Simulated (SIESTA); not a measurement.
Runs of SIESTA 5.4.2 on BaTiO3. Symmetry: Pm-3m, No. 221, cubic system. The conventional cell has a = 4.006 Å, b = 4.006 Å, c = 4.006 Å, α = 90.00°, β = 90.00°, γ = 90.00°. Ba (site symmetry m-3m) is surrounded by 12 O at 2.83 Å. Around Ti (site symmetry m-3m) lie 6 O at 2.00 Å. O (site symmetry 4/mmm) has 2 Ti at 2.00 Å as nearest neighbours. 

| task | level | potentials or basis | k mesh | gap on the mesh (eV) | pressure (GPa) | V0 of scaled cells (Å³/atom) | B0 (GPa) |
| --- | --- | --- | --- | --- | --- | --- | --- |
| equation of state | LDA | PseudoDojo 0.4 standard (LDA files), DZP (energy shift 0.003 Ry; two zetas on semicore shells; d shell added on Ba) | 5 × 5 × 5 | - | - | 12.36 | 197 |
| band structure | LDA | PseudoDojo 0.4 standard (LDA files), DZP (energy shift 0.003 Ry; two zetas on semicore shells; d shell added on Ba) | 7 × 7 × 7 | 1.68 | (b) | - | - |
| band structure | PBEsol | PseudoDojo 0.4 standard (PBEsol files), DZP (energy shift 0.003 Ry; two zetas on semicore shells; d shell added on Ba) | 7 × 7 × 7 | 1.71 | -2.4 | - | - |
| equation of state | PBEsol | PseudoDojo 0.4 standard (PBEsol files), DZP (energy shift 0.003 Ry; two zetas on semicore shells; d shell added on Ba) | 7 × 7 × 7 | - | - | (a) | 180 |
| single point | PBEsol | PseudoDojo 0.4 standard (PBEsol files), DZP (energy shift 0.003 Ry; two zetas on semicore shells; d shell added on Ba) | 7 × 7 × 7 | 1.71 | -2.4 | - | - |

Alike in all rows: no spin polarisation; cell as given; smearing fermi-dirac 0.05 eV; grid cutoff 800 Ry; energy shift 0.003 Ry.

Problem. Estimate the missing entries.

Solution. (a) 12.68; (b) -7.1.

Caveats: this set's barium file shifts pressures by up to 1 GPa against other sets; the basis of atomic orbitals isn't converged, which shifts pressures, moduli and gaps; spin-orbit coupling is left out, which moves the levels of the heavy elements (some runs); an odd mesh through Γ misses points on the zone boundary, where band edges often lie (some runs).

A k mesh can miss the band edges, and the runs leave out spin-orbit coupling on Ba.
